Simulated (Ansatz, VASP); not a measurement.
This is a calculation of PbSe (Clausthalite) for Ansatz 0.2.0. 

The input input.yaml:

```yaml
crystal:
  lattice:
    - [0.0, 3.06065, 3.06065]
    - [3.06065, 0.0, 3.06065]
    - [3.06065, 3.06065, 0.0]
  atoms:
    - { symbol: Pb, position: [0.0, 0.0, 0.0] }
    - { symbol: Se, position: [0.5, 0.5, 0.5] }
hamiltonian:
  xc: pbesol
  pseudopotentials: { kind: paw }
  dispersion: d3bj
kpoints:
  mp_grid: { grid: [8, 8, 8] }
scf:
  occupations: { method: fermi_dirac, width: 0.05 }
output:
  forces: true
  stress: true
relax:
  f_tol: 0.01
  max_steps: 40
  cell: { stress_tol: 0.05 }
```

Potentials or basis: Ansatz PAW.

Command:

```sh
$ ansatz run input.yaml --threads 2 --pin off --max-ram 5632MiB --backend cpu --events-out ev --progress --plain --runs-dir out
```

Question: Translate it to VASP 6.6.1. Potentials or basis there: PBE PAW files Pb_d, Se, 600 eV.

Answer: As run (cutoffs and basis follow the program's own potentials, and thresholds, step limits or extra output files can differ):

INCAR

```
  ALGO = Normal
  EDIFF = 1E-6
  EDIFFG = -0.01
  ENCUT = 600
  GGA = PS
  IBRION = 2
  ISIF = 3
  ISMEAR = -1
  IVDW = 12
  LASPH = T
  LCHARG = F
  LREAL = F
  LWAVE = F
  NELM = 60
  NSW = 60
  PREC = Accurate
  SIGMA = 0.05
```

Contents of KPOINTS:

```
k-points
0
Gamma
  8 8 8
```

The input POSCAR:

```
PbSe
1.0
    0.0000000000      3.0606500000      3.0606500000
    3.0606500000      0.0000000000      3.0606500000
    3.0606500000      3.0606500000      0.0000000000
Pb Se
1 1
Direct
    0.0000000000      0.0000000000      0.0000000000
    0.5000000000      0.5000000000      0.5000000000
```

Potentials or basis: VASP PAW PBE potentials, release 64 (Pb_d, Se).

Run with:

```console
$ cat potpaw_PBE.64/Pb_d/POTCAR potpaw_PBE.64/Se/POTCAR > POTCAR
$ mpirun -np 1 vasp_std > vasp.out
```

Both were run:

|  | Ansatz | VASP |
| --- | --- | --- |
| Relaxed volume | 27.30 Å³/atom | 27.32 Å³/atom |
| Relaxed cell | a = 4.258 Å, b = 4.258 Å, c = 4.258 Å, α = 60.00°, β = 60.00°, γ = 60.00° | a = 4.260 Å, b = 4.260 Å, c = 4.260 Å, α = 60.00°, β = 60.00°, γ = 60.00° |
| Space group after relaxing | Fm-3m (No. 225) | Fm-3m (No. 225) |
| Pressure after relaxing | 0.0 GPa | 0.0 GPa |

Ansatz's pressure holds a Pulay term of +0.02 GPa for its cutoff of 420 eV, which the other run lacks.

The potentials hold 30 and 20 valence electrons a cell.

Ansatz's potentials were made for PBE. VASP's potentials were made for PBE.

Where Ansatz's input types no cutoff or centring, it takes its own default and a Γ-centred mesh.

Pressure is positive in compression.
